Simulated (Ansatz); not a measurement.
An element in the diamond structure gives these cold pressures by all-electron LAPW under PBE (Ansatz 0.2.0, scalar-relativistic, no spin polarisation).

```
V (Å³/atom)  P (GPa)
      27.68    -0.02
      24.91     4.81
      22.14    12.89
      19.38     26.7
      16.61     50.8
      13.84     95.7
      11.07    186.7
```

Task: Which element is it?

Result: Al. Its zero-pressure volume in this structure is near 27.7 Å³/atom; the volume and the steepness of P(V) together point to it, though neighbours can come close. Neighbours weren't tried against these numbers.
